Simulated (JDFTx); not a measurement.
# InAs (F-43m) in JDFTx: a series of runs

One crystal, InAs, is run at these levels: LDA, PBE, PBEsol, TASK, HLE16; tasks: band structure.

All numbers are computed with JDFTx 1.7.0 (patched build); they aren't measurements. Logs are shortened: lines on timing, memory, paths and dates and some standing lists are left out, and cuts for length are marked. The log counts tension as positive stress, the text compression.

**What was measured.**

From a printed reference work, data compilation, for a bulk crystal of InAs at 4.2 K: band gap 0.418 eV (direct).

The results are compared with them further down.

**1. The structure**

Symmetry: F-43m, No. 216, cubic system. The conventional cell has a = 6.036 Å, b = 6.036 Å, c = 6.036 Å, α = 90.00°, β = 90.00°, γ = 90.00°. In (site symmetry -43m) is surrounded by 4 As at 2.61 Å. As (site symmetry -43m) has 4 In at 2.61 Å as nearest neighbours.

**2. Band structure, LDA**

File bands.in:

```
lattice Face-Centered Cubic 11.4063868882
coords-type Lattice
ion In     0.0000000000     0.0000000000     0.0000000000 1
ion As     0.7500000000     0.7500000000     0.7500000000 1

ion-species pseudo/In.upf
ion-species pseudo/As.upf
elec-cutoff 40 320
elec-ex-corr lda-PW
elec-smearing Fermi 0.0018374661
elec-n-bands 21
electronic-minimize nIterations 30 energyDiffThreshold 1e-06
davidson-band-ratio 1.3
forces-output-coords Cartesian
include path.kpoints
symmetries none
fix-electron-density run.$VAR

dump-name bands.$VAR
dump End Ecomponents EigStats BandEigs Kpoints Forces
```

File path.kpoints:

```
kpoint +0.0000000000 +0.0000000000 +0.0000000000 0.020000000000
kpoint +0.0714285714 +0.0000000000 +0.0714285714 0.020000000000
kpoint +0.1428571429 +0.0000000000 +0.1428571429 0.020000000000
kpoint +0.2142857143 +0.0000000000 +0.2142857143 0.020000000000
kpoint +0.2857142857 +0.0000000000 +0.2857142857 0.020000000000
kpoint +0.3571428571 +0.0000000000 +0.3571428571 0.020000000000
kpoint +0.4285714286 +0.0000000000 +0.4285714286 0.020000000000
kpoint +0.5000000000 +0.0000000000 +0.5000000000 0.020000000000
kpoint +0.5000000000 +0.0833333333 +0.5833333333 0.020000000000
kpoint +0.5000000000 +0.1666666667 +0.6666666667 0.020000000000
kpoint +0.5000000000 +0.2500000000 +0.7500000000 0.020000000000
kpoint +0.4375000000 +0.3125000000 +0.7500000000 0.020000000000
kpoint +0.3750000000 +0.3750000000 +0.7500000000 0.020000000000
kpoint +0.3281250000 +0.3281250000 +0.6562500000 0.020000000000
kpoint +0.2812500000 +0.2812500000 +0.5625000000 0.020000000000
kpoint +0.2343750000 +0.2343750000 +0.4687500000 0.020000000000
kpoint +0.1875000000 +0.1875000000 +0.3750000000 0.020000000000
kpoint +0.1406250000 +0.1406250000 +0.2812500000 0.020000000000
kpoint +0.0937500000 +0.0937500000 +0.1875000000 0.020000000000
kpoint +0.0468750000 +0.0468750000 +0.0937500000 0.020000000000
kpoint +0.0000000000 +0.0000000000 +0.0000000000 0.020000000000
kpoint +0.0833333333 +0.0833333333 +0.0833333333 0.020000000000
kpoint +0.1666666667 +0.1666666667 +0.1666666667 0.020000000000
kpoint +0.2500000000 +0.2500000000 +0.2500000000 0.020000000000
kpoint +0.3333333333 +0.3333333333 +0.3333333333 0.020000000000
kpoint +0.4166666667 +0.4166666667 +0.4166666667 0.020000000000
kpoint +0.5000000000 +0.5000000000 +0.5000000000 0.020000000000
kpoint +0.5250000000 +0.4500000000 +0.5250000000 0.020000000000
kpoint +0.5500000000 +0.4000000000 +0.5500000000 0.020000000000
kpoint +0.5750000000 +0.3500000000 +0.5750000000 0.020000000000
kpoint +0.6000000000 +0.3000000000 +0.6000000000 0.020000000000
kpoint +0.6250000000 +0.2500000000 +0.6250000000 0.020000000000
kpoint +0.5625000000 +0.2500000000 +0.6875000000 0.020000000000
kpoint +0.5000000000 +0.2500000000 +0.7500000000 0.020000000000
kpoint +0.5000000000 +0.2916666667 +0.7083333333 0.020000000000
kpoint +0.5000000000 +0.3333333333 +0.6666666667 0.020000000000
kpoint +0.5000000000 +0.3750000000 +0.6250000000 0.020000000000
kpoint +0.5000000000 +0.4166666667 +0.5833333333 0.020000000000
kpoint +0.5000000000 +0.4583333333 +0.5416666667 0.020000000000
kpoint +0.5000000000 +0.5000000000 +0.5000000000 0.020000000000
kpoint +0.4791666667 +0.4791666667 +0.5416666667 0.020000000000
kpoint +0.4583333333 +0.4583333333 +0.5833333333 0.020000000000
kpoint +0.4375000000 +0.4375000000 +0.6250000000 0.020000000000
kpoint +0.4166666667 +0.4166666667 +0.6666666667 0.020000000000
kpoint +0.3958333333 +0.3958333333 +0.7083333333 0.020000000000
kpoint +0.3750000000 +0.3750000000 +0.7500000000 0.020000000000
kpoint +0.6250000000 +0.2500000000 +0.6250000000 0.020000000000
kpoint +0.5833333333 +0.1666666667 +0.5833333333 0.020000000000
kpoint +0.5416666667 +0.0833333333 +0.5416666667 0.020000000000
kpoint +0.5000000000 +0.0000000000 +0.5000000000 0.020000000000
```

Potentials or basis: PseudoDojo-SR-LDA-0.4.1-standard.

Started as:

```console
jdftx -c 1 -i bands.in -o bands.out
```

The log of the run:

```text
*************** JDFTx 1.7.0 (patched build) ***************

Input parsed successfully to the following command list (including defaults):
[... the input with its defaults ...]

---------- Initializing the Grid ----------
R =
[            0      5.70319      5.70319  ]
[      5.70319            0      5.70319  ]
[      5.70319      5.70319            0  ]
unit cell volume = 371.009
G =
[  -0.550848   0.550848   0.550848  ]
[   0.550848  -0.550848   0.550848  ]
[   0.550848   0.550848  -0.550848  ]
Minimum fftbox size, Smin = [  68  68  68  ]
Chosen fftbox size, S = [  70  70  70  ]

---------- Initializing tighter grid for wavefunction operations ----------
R =
[            0      5.70319      5.70319  ]
[      5.70319            0      5.70319  ]
[      5.70319      5.70319            0  ]
unit cell volume = 371.009
G =
[  -0.550848   0.550848   0.550848  ]
[   0.550848  -0.550848   0.550848  ]
[   0.550848   0.550848  -0.550848  ]
Minimum fftbox size, Smin = [  48  48  48  ]
Chosen fftbox size, S = [  48  48  48  ]

---------- Exchange Correlation functional ----------
Initalized Slater LDA exchange.
Initalized Perdew-Wang LDA correlation.

---------- Setting up pseudopotentials ----------
Width of ionic core gaussian charges (only for fluid interactions / plotting) set to 0

Reading pseudopotential file 'pseudo/In.upf':
  'In' pseudopotential, 'SLA  PW   NOGX NOGC' functional
  Generated using ONCVPSP code by D. R. Hamann
  13 valence electrons, 3 orbitals, 6 projectors, 1001 radial grid points, with lMax = 2
    4D    l: 2   occupation: 10.0   eigenvalue: -0.687856
    5S    l: 0   occupation:  2.0   eigenvalue: -0.311709
    5P    l: 1   occupation:  1.0   eigenvalue: -0.099150
  Core radius for overlap checks: 2.17 bohrs.

Reading pseudopotential file 'pseudo/As.upf':
  'As' pseudopotential, 'SLA  PW   NOGX NOGC' functional
  Generated using ONCVPSP code by D. R. Hamann
  15 valence electrons, 3 orbitals, 6 projectors, 1001 radial grid points, with lMax = 2
    3D    l: 2   occupation: 10.0   eigenvalue: -1.502949
    4S    l: 0   occupation:  2.0   eigenvalue: -0.540203
    4P    l: 1   occupation:  3.0   eigenvalue: -0.196304
  Core radius for overlap checks: 1.74 bohrs.

Initialized 2 species with 2 total atoms.

Folded 50 k-points by 1x1x1 to 50 k-points.

---------- Setting up k-points, bands, fillings ----------
No reducable k-points.
Computing the number of bands and number of electrons
Calculating initial fillings.
nElectrons:  28.000000   nBands: 21   nStates: 50

----- Setting up reduced wavefunction bases (one per k-point) -----
average nbasis = 4478.580 , ideal nbasis = 4482.995

---------- Setting up ewald sum ----------
Optimum gaussian width for ewald sums = 2.590292 bohr.
Real space sum over 1331 unit cells with max indices [  5  5  5  ]
Reciprocal space sum over 2197 terms with max indices [  6  6  6  ]

---------- Allocating electronic variables ----------
Reading n from file 'run.n' ... done
Initializing wave functions:  linear combination of atomic orbitals
Note: number of bands (21) exceeds available atomic orbitals (18)

----------- Band structure minimization -------------
Minimization will be done independently for each quantum number.

---- Minimization of quantum number:     0  [ +0.0000000 +0.0000000 +0.0000000 ]  0.040000000 ----
BandDavidson: Iter:   0  Eband: -0.053280348580753
BandDavidson: Iter:   1  Eband: -0.076494509123949  dEband: -2.321416e-02
BandDavidson: Iter:   2  Eband: -0.081188756408008  dEband: -4.694247e-03
BandDavidson: Iter:   3  Eband: -0.082577455488379  dEband: -1.388699e-03
[... 750 lines of inner loops ...]
BandDavidson: Iter:  10  Eband: -0.071349543915149  dEband: -1.054049e-06
BandDavidson: Iter:  11  Eband: -0.071350042788074  dEband: -4.988729e-07
BandDavidson: Converged (dEband<1.000000e-06)
	FillingsUpdate:  mu: +0.290510376  nElectrons: 28.000000
WARNING: these k-points are no uniform mesh, so that mu and the fillings of partly filled bands are only those of these points: take mu from the calculation that made the density or potential.

Dumping 'bands.eigStats' ...
	eMin: -1.004189 at state 7 ( [ +0.500000 +0.000000 +0.500000 ] spin 0 )
	HOMO: +0.288757 at state 20 ( [ +0.000000 +0.000000 +0.000000 ] spin 0 )
	mu  : +0.290510
	LUMO: +0.314456 at state 19 ( [ +0.046875 +0.046875 +0.093750 ] spin 0 )
	eMax: +0.757912 at state 12 ( [ +0.375000 +0.375000 -0.250000 ] spin 0 )
	HOMO-LUMO gap: +0.025699
	Optical gap  : +0.026865 at state 19 ( [ +0.046875 +0.046875 +0.093750 ] spin 0 )
Done!
[note: mu, HOMO and LUMO in a band run belong to the points of the path alone and aren't those of the crystal]
```

Run time: 56 s. Hardware: 1 thread of Arm Neoverse V2, shared host; peak memory 0.14 GiB.

What came out:

| Property | Result |
| --- | --- |
| Band gap along the path | none (metal or under the smearing width) |

Levels at the corners of the path, in eV from the Fermi level:
| point | band 11 | band 12 | band 13 | band 14 | band 15 | band 16 | band 17 |
| --- | --- | --- | --- | --- | --- | --- | --- |
| Γ | -12.02 | -0.46 | -0.05 | -0.05 | -0.05 | 3.79 | 3.79 |
| X | -9.99 | -6.00 | -2.41 | -2.41 | 1.38 | 1.91 | 9.00 |
| W | -9.93 | -5.86 | -3.05 | -2.97 | 4.10 | 4.18 | 4.84 |
| K | -10.00 | -5.86 | -3.38 | -2.03 | 1.95 | 4.15 | 7.15 |
| Γ | -12.02 | -0.46 | -0.05 | -0.05 | -0.05 | 3.79 | 3.79 |
| L | -10.53 | -5.92 | -1.05 | -1.05 | 0.75 | 4.58 | 4.58 |
| U | -10.00 | -5.86 | -3.38 | -2.03 | 1.95 | 4.15 | 7.15 |
| W | -9.93 | -5.86 | -3.05 | -2.97 | 4.10 | 4.18 | 4.84 |
| L | -10.53 | -5.92 | -1.05 | -1.05 | 0.75 | 4.58 | 4.58 |
| K | -10.00 | -5.86 | -3.38 | -2.03 | 1.95 | 4.15 | 7.15 |
| U | -10.00 | -5.86 | -3.38 | -2.03 | 1.95 | 4.15 | 7.15 |
| X | -9.99 | -6.00 | -2.41 | -2.41 | 1.38 | 1.91 | 9.00 |

Caveat: spin-orbit coupling is left out, which moves the levels of the heavy elements.

**3. Band structure, PBE**

Edit bands.in of step 2 so:

```diff
@@ -7,4 +7,4 @@
 ion-species pseudo/As.upf
-elec-cutoff 40 320
-elec-ex-corr lda-PW
+elec-cutoff 42 336
+elec-ex-corr gga-PBE
 elec-smearing Fermi 0.0018374661
```

path.kpoints is that of step 2.

Potentials or basis: PseudoDojo-SR-PBE-0.5-standard.

Started as:

```console
jdftx -c 1 -i bands.in -o bands.out
```

The log of the run:

```text
*************** JDFTx 1.7.0 (patched build) ***************

Input parsed successfully to the following command list (including defaults):
[... the input with its defaults ...]

---------- Initializing the Grid ----------
R =
[            0      5.70319      5.70319  ]
[      5.70319            0      5.70319  ]
[      5.70319      5.70319            0  ]
unit cell volume = 371.009
G =
[  -0.550848   0.550848   0.550848  ]
[   0.550848  -0.550848   0.550848  ]
[   0.550848   0.550848  -0.550848  ]
Minimum fftbox size, Smin = [  68  68  68  ]
Chosen fftbox size, S = [  70  70  70  ]

---------- Initializing tighter grid for wavefunction operations ----------
R =
[            0      5.70319      5.70319  ]
[      5.70319            0      5.70319  ]
[      5.70319      5.70319            0  ]
unit cell volume = 371.009
G =
[  -0.550848   0.550848   0.550848  ]
[   0.550848  -0.550848   0.550848  ]
[   0.550848   0.550848  -0.550848  ]
Minimum fftbox size, Smin = [  48  48  48  ]
Chosen fftbox size, S = [  48  48  48  ]

---------- Exchange Correlation functional ----------
Initalized PBE GGA exchange.
Initalized PBE GGA correlation.

---------- Setting up pseudopotentials ----------
Width of ionic core gaussian charges (only for fluid interactions / plotting) set to 0

Reading pseudopotential file 'pseudo/In.upf':
  'In' pseudopotential, 'PBE' functional
  Generated using ONCVPSP code by D. R. Hamann
  13 valence electrons, 3 orbitals, 6 projectors, 1001 radial grid points, with lMax = 2
    4D    l: 2   occupation: 10.0   eigenvalue: -0.684392
    5S    l: 0   occupation:  2.0   eigenvalue: -0.301765
    5P    l: 1   occupation:  1.0   eigenvalue: -0.092561
  Core radius for overlap checks: 2.17 bohrs.

Reading pseudopotential file 'pseudo/As.upf':
  'As' pseudopotential, 'PBE' functional
  Generated using ONCVPSP code by D. R. Hamann
  15 valence electrons, 3 orbitals, 6 projectors, 1001 radial grid points, with lMax = 2
    3D    l: 2   occupation: 10.0   eigenvalue: -1.493697
    4S    l: 0   occupation:  2.0   eigenvalue: -0.532653
    4P    l: 1   occupation:  3.0   eigenvalue: -0.190913
  Core radius for overlap checks: 1.74 bohrs.

Initialized 2 species with 2 total atoms.

Folded 50 k-points by 1x1x1 to 50 k-points.

---------- Setting up k-points, bands, fillings ----------
No reducable k-points.
Computing the number of bands and number of electrons
Calculating initial fillings.
nElectrons:  28.000000   nBands: 21   nStates: 50

----- Setting up reduced wavefunction bases (one per k-point) -----
average nbasis = 4828.160 , ideal nbasis = 4823.388

---------- Setting up ewald sum ----------
Optimum gaussian width for ewald sums = 2.590292 bohr.
Real space sum over 1331 unit cells with max indices [  5  5  5  ]
Reciprocal space sum over 2197 terms with max indices [  6  6  6  ]

---------- Allocating electronic variables ----------
Reading n from file 'run.n' ... done
Initializing wave functions:  linear combination of atomic orbitals
Note: number of bands (21) exceeds available atomic orbitals (18)

----------- Band structure minimization -------------
Minimization will be done independently for each quantum number.

---- Minimization of quantum number:     0  [ +0.0000000 +0.0000000 +0.0000000 ]  0.040000000 ----
BandDavidson: Iter:   0  Eband: -0.029455667180168
BandDavidson: Iter:   1  Eband: -0.066786406054877  dEband: -3.733074e-02
BandDavidson: Iter:   2  Eband: -0.069995093414606  dEband: -3.208687e-03
BandDavidson: Iter:   3  Eband: -0.071362680809210  dEband: -1.367587e-03
[... 783 lines of inner loops ...]
BandDavidson: Iter:  12  Eband: -0.059583290301050  dEband: -1.053653e-06
BandDavidson: Iter:  13  Eband: -0.059583973580511  dEband: -6.832795e-07
BandDavidson: Converged (dEband<1.000000e-06)
	FillingsUpdate:  mu: +0.302133965  nElectrons: 28.000000
WARNING: these k-points are no uniform mesh, so that mu and the fillings of partly filled bands are only those of these points: take mu from the calculation that made the density or potential.

Dumping 'bands.eigStats' ...
	eMin: -0.987760 at state 7 ( [ +0.500000 +0.000000 +0.500000 ] spin 0 )
	HOMO: +0.300340 at state 0 ( [ +0.000000 +0.000000 +0.000000 ] spin 0 )
	mu  : +0.302134
	LUMO: +0.330463 at state 19 ( [ +0.046875 +0.046875 +0.093750 ] spin 0 )
	eMax: +0.775212 at state 45 ( [ +0.375000 +0.375000 -0.250000 ] spin 0 )
	HOMO-LUMO gap: +0.030123
	Optical gap  : +0.031268 at state 19 ( [ +0.046875 +0.046875 +0.093750 ] spin 0 )
Done!
[note: mu, HOMO and LUMO in a band run belong to the points of the path alone and aren't those of the crystal]
```

It took 60 s on 1 thread of Arm Neoverse V2, shared host; peak memory 0.17 GiB.

What came out:

- Band gap along the path: none (metal or under the smearing width)

Levels at the corners of the path, in eV from the Fermi level:
| point | band 10 | band 11 | band 12 | band 13 | band 14 | band 15 | band 16 | band 17 |
| --- | --- | --- | --- | --- | --- | --- | --- | --- |
| Γ | -14.37 | -11.95 | -0.22 | -0.05 | -0.05 | -0.05 | 3.87 | 3.87 |
| X | -14.35 | -9.92 | -5.91 | -2.38 | -2.38 | 1.50 | 2.02 | 9.19 |
| W | -14.36 | -9.87 | -5.76 | -3.02 | -2.94 | 4.20 | 4.26 | 4.98 |
| K | -14.36 | -9.94 | -5.77 | -3.34 | -2.01 | 2.07 | 4.25 | 7.30 |
| Γ | -14.37 | -11.95 | -0.22 | -0.05 | -0.05 | -0.05 | 3.87 | 3.87 |
| L | -14.36 | -10.47 | -5.84 | -1.04 | -1.04 | 0.92 | 4.64 | 4.64 |
| U | -14.36 | -9.94 | -5.77 | -3.34 | -2.01 | 2.07 | 4.25 | 7.30 |
| W | -14.36 | -9.87 | -5.76 | -3.02 | -2.94 | 4.20 | 4.26 | 4.98 |
| L | -14.36 | -10.47 | -5.84 | -1.04 | -1.04 | 0.92 | 4.64 | 4.64 |
| K | -14.36 | -9.94 | -5.77 | -3.34 | -2.01 | 2.07 | 4.25 | 7.30 |
| U | -14.36 | -9.94 | -5.77 | -3.34 | -2.01 | 2.07 | 4.25 | 7.30 |
| X | -14.35 | -9.92 | -5.91 | -2.38 | -2.38 | 1.50 | 2.02 | 9.19 |

Caveat: spin-orbit coupling is left out, which moves the levels of the heavy elements.

**4. Band structure, PBEsol**

Edit bands.in of step 3 so:

```diff
@@ -8,3 +8,3 @@
 elec-cutoff 42 336
-elec-ex-corr gga-PBE
+elec-ex-corr gga-PBEsol
 elec-smearing Fermi 0.0018374661
```

path.kpoints is that of step 3.

Potentials or basis: PseudoDojo-SR-PBEsol-0.4.1-standard.

Started as:

```console
jdftx -c 1 -i bands.in -o bands.out
```

Run time: 60 s. Hardware: 1 thread of Arm Neoverse V2, shared host; peak memory 0.17 GiB.

The run converged. Its results:

```
Band gap along the path : none (metal or under the smearing width)
```

Levels at the corners of the path, in eV from the Fermi level:
| point | band 12 | band 13 | band 14 | band 15 | band 16 | band 17 |
| --- | --- | --- | --- | --- | --- | --- |
| Γ | -0.31 | -0.05 | -0.05 | -0.05 | 3.83 | 3.83 |
| X | -5.95 | -2.40 | -2.40 | 1.39 | 1.94 | 9.08 |
| W | -5.80 | -3.05 | -2.97 | 4.16 | 4.17 | 4.90 |
| K | -5.81 | -3.38 | -2.02 | 1.98 | 4.19 | 7.21 |
| Γ | -0.31 | -0.05 | -0.05 | -0.05 | 3.83 | 3.83 |
| L | -5.88 | -1.05 | -1.05 | 0.84 | 4.59 | 4.59 |
| U | -5.81 | -3.38 | -2.02 | 1.98 | 4.19 | 7.21 |
| W | -5.80 | -3.05 | -2.97 | 4.16 | 4.17 | 4.90 |
| L | -5.88 | -1.05 | -1.05 | 0.84 | 4.59 | 4.59 |
| K | -5.81 | -3.38 | -2.02 | 1.98 | 4.19 | 7.21 |
| U | -5.81 | -3.38 | -2.02 | 1.98 | 4.19 | 7.21 |
| X | -5.95 | -2.40 | -2.40 | 1.39 | 1.94 | 9.08 |

Caveat: spin-orbit coupling is left out, which moves the levels of the heavy elements.

**5. Band structure, TASK**

Edit bands.in of step 4 so:

```diff
@@ -1,2 +1,5 @@
-lattice Face-Centered Cubic 11.4063868882
+lattice \
+    0.0000000000     5.7031934441     5.7031934441 \
+    5.7031934441     0.0000000000     5.7031934441 \
+    5.7031934441     5.7031934441     0.0000000000
 coords-type Lattice
@@ -7,6 +10,6 @@
 ion-species pseudo/As.upf
-elec-cutoff 42 336
-elec-ex-corr gga-PBEsol
+elec-cutoff 40 320
+elec-ex-corr mgga-x-task lda-c-pw
 elec-smearing Fermi 0.0018374661
-elec-n-bands 21
+elec-n-bands 15
 electronic-minimize nIterations 30 energyDiffThreshold 1e-06
```

path.kpoints is that of step 4.

Potentials or basis: SG15-PBE-1.2.

Started as:

```console
jdftx -c 1 -i bands.in -o bands.out
```

Wall time 3.4 min (1 thread of Arm Neoverse V1, shared host); peak memory 0.14 GiB.

Results (log left out):

```
Band gap along the path : none (metal or under the smearing width)
```

Levels at the corners of the path, in eV from the Fermi level:
| point | band 5 | band 6 | band 7 | band 8 | band 9 | band 10 | band 11 | band 12 | band 13 |
| --- | --- | --- | --- | --- | --- | --- | --- | --- | --- |
| Γ | -14.36 | -13.51 | -0.32 | -0.04 | -0.04 | -0.04 | 4.30 | 4.30 | 4.30 |
| X | -14.33 | -10.98 | -6.93 | -2.74 | -2.74 | 2.48 | 2.49 | 10.46 | 10.46 |
| W | -14.35 | -10.91 | -6.82 | -3.29 | -3.24 | 4.42 | 5.60 | 5.87 | 7.48 |
| K | -14.34 | -11.00 | -6.80 | -3.64 | -2.32 | 2.73 | 5.01 | 8.45 | 8.53 |
| Γ | -14.36 | -13.51 | -0.32 | -0.04 | -0.04 | -0.04 | 4.30 | 4.30 | 4.30 |
| L | -14.35 | -11.63 | -6.68 | -1.24 | -1.24 | 1.07 | 5.46 | 5.46 | 8.84 |
| U | -14.34 | -11.00 | -6.80 | -3.64 | -2.32 | 2.73 | 5.01 | 8.45 | 8.53 |
| W | -14.35 | -10.91 | -6.82 | -3.29 | -3.24 | 4.42 | 5.60 | 5.87 | 7.48 |
| L | -14.35 | -11.63 | -6.68 | -1.24 | -1.24 | 1.07 | 5.46 | 5.46 | 8.84 |
| K | -14.34 | -11.00 | -6.80 | -3.64 | -2.32 | 2.73 | 5.01 | 8.45 | 8.53 |
| U | -14.34 | -11.00 | -6.80 | -3.64 | -2.32 | 2.73 | 5.01 | 8.45 | 8.53 |
| X | -14.33 | -10.98 | -6.93 | -2.74 | -2.74 | 2.48 | 2.49 | 10.46 | 10.46 |

Caveat: spin-orbit coupling is left out, which moves the levels of the heavy elements.

[end of part 1 of 2]
